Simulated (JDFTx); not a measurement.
Al:

```xyz
1
Lattice="0.0000 2.0248 2.0248 2.0248 0.0000 2.0248 2.0248 2.0248 0.0000" Properties=species:S:1:pos:R:3 pbc="T T T"
Al    0.0000    0.0000    0.0000
```

| Property | Result |
| --- | --- |
| Program | JDFTx 1.7.0 (patched build) |
| Task | relaxation of cell and atoms |
| Functional | LDA |
| Potentials or basis | SG15-PBE-1.2 with smoothed tails |
| Cutoff | 1088 eV |
| Density cutoff | 4354 eV |
| k mesh | 7 × 7 × 7 |
| Occupations | fermi-dirac, width 0.05 eV |
| Spin | no spin polarisation |

At the start: pressure -4.9 GPa; volume 16.60 Å³/atom.

**Question.** Where does the relaxation end?

**Answer.** Over 6 steps the energy falls by 18.0 meV/atom and the volume is 15.50 Å³/atom (-6.6 %); space group Fm-3m (No. 225, to 0.05 Å).

The path:
```tsv
step	energy change (eV)	largest force (eV/Å)	pressure (GPa)	volume (Å³)
1	0.0000	0.0000	-4.87	16.60
2	-0.0075	0.0000	-3.84	16.33
3	-0.0179	0.0000	0.38	15.44
4	-0.0180	0.0000	-0.01	15.50
5	-0.0180	0.0000	0.00	15.50
6	-0.0180	0.0000	0.00	15.50
```

Final structure:
```
Al
1.0
     0.00000    1.97903    1.97903
     1.97903    0.00000    1.97903
     1.97903    1.97903    0.00000
Al
1
Direct
  0.00000 0.00000 0.00000
```

Caveat: the k mesh is coarse (spacing up to 0.38 Å⁻¹), so the values aren't converged; the plane waves are those of the starting cell, so after so large a change of volume the result is rough; the potentials were made for another functional, which shifts forces and pressure.
